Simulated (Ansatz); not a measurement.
## InAs: levels with and without spin–orbit coupling

```
In As
1.0
     0.00000    3.02400    3.02400
     3.02400    0.00000    3.02400
     3.02400    3.02400    0.00000
In As
1 1
Direct
  0.00000 0.00000 0.00000
  0.75000 0.75000 0.75000
```

Atom numbers follow the list: In1, As2.

The cell is COD entry 1537448, as deposited and not checked against the literature; nothing was relaxed. It is an old determination, and later ones may differ.

Levels of theory: DFT, PBE, all-electron LAPW, scalar-relativistic (Ansatz 0.2.0); DFT, PBE, all-electron LAPW, Dirac equation with spin-orbit coupling (Ansatz 0.2.0).

Sampling and basis: a Γ-centred 10×10×10 k mesh, Fermi–Dirac smearing of 0.08 eV, basis error target 0.25 meV/atom, no spin polarisation.

Levels between -6 and 4 eV, each run counted from its own valence-band top where it has a gap, else its Fermi level. Scalar levels are listed once for both spins; with the coupling every spinor state is counted. Levels near the edges of the range can cross them.

**Question.** At Γ (0.000, 0.000, 0.000) the scalar-relativistic levels are -0.37, -0.17 (×3), 3.75 (×3). What are they with spin–orbit coupling?

**Answer.** -0.46 (×2), -0.42 (×2), -0.11 (×4), 3.38 (×2), 3.84 (×4).

**Question.** At X (-0.500, -0.500, 0.000) the scalar-relativistic levels are -5.99, -2.48 (×2), 1.39, 1.90. What are they with spin–orbit coupling?

**Answer.** -2.55 (×2), -2.54 (×2), 1.33 (×2), 1.85 (×2).

**Question.** At W (-0.500, -0.250, 0.250) the scalar-relativistic levels are -5.85, -3.11, -3.03. What are they with spin–orbit coupling?

**Answer.** -5.93, -5.88, -3.22, -3.15, -3.12, -3.02, 3.89.
